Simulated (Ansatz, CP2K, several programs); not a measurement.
Energy against volume for a 5-atom cell of PbTiO3 started from a crystallographic database, at fixed shape and fractional coordinates, computed by several methods (PBE and r2SCAN, where shown, with plane waves in Ansatz); the cell shown is that of r2SCAN. It is cubic, Pm-3m (No. 221); conventional cell a = 3.935 Å, 12.19 Å³ an atom. Ti is surrounded by 6 O at 1.97 Å; Pb is surrounded by 12 O at 2.78 Å; O is surrounded by 2 Ti at 1.97 Å and 4 Pb at 2.78 Å. Calculated for a static, non-magnetic cell. Energies count from each curve's lowest point; fits are third-order Birch-Murnaghan.

```
CELL_PARAMETERS angstrom
3.93507 0.00000 0.00000
0.00000 3.93507 0.00000
0.00000 0.00000 3.93507
ATOMIC_POSITIONS crystal
Ti 0.50000 0.50000 0.50000
Pb 0.00000 0.00000 0.00000
O 0.00000 0.50000 0.50000
O 0.50000 0.00000 0.50000
O 0.50000 0.50000 0.00000
```

light PBE (260 eV, its own mesh), on the shape of the cell shown:
```tsv
V (Å³/atom)	E (meV/atom)
11.212	59.20
11.699	88.42
12.187	0.00
12.674	95.97
13.162	152.92
13.649	137.23
```
The points scatter about a smooth fit, as a low cutoff and a light mesh can make them, so no fit is quoted.

r2SCAN, on the shape of its own relaxed cell:
```
V (Å³/atom)  E (meV/atom)
     11.455         29.51
     11.821          6.97
     12.187          0.00
     12.552          6.25
     12.918         23.75
```
V₀ = 12.19 Å³ an atom and B₀ = 193 GPa.

PBE/SZV (CP2K), on the shape of the cell shown:
```tsv
V (Å³/atom)	E (meV/atom)
10.724	228.10
11.455	79.19
12.187	10.54
12.918	0.00
13.649	33.28
```
V₀ = 12.70 Å³ an atom and B₀ = 179 GPa.

PBE, on the shape of its own relaxed cell:
```
V (Å³/atom)  E (meV/atom)
     11.732         27.20
     12.106          6.47
     12.481          0.00
     12.855          5.71
     13.230         21.78
```
V₀ = 12.48 Å³ an atom and B₀ = 173 GPa.

Question: PBE/DZVP (CP2K), on the shape of the cell shown, gives
```
V (Å³/atom)  E (meV/atom)
     10.724        178.95
     11.455         52.32
     12.187          0.00
     12.918          1.67
     13.649         44.22
```
What equilibrium volume and bulk modulus follow?

Answer: V₀ = 12.51 Å³ an atom and B₀ = 177 GPa.
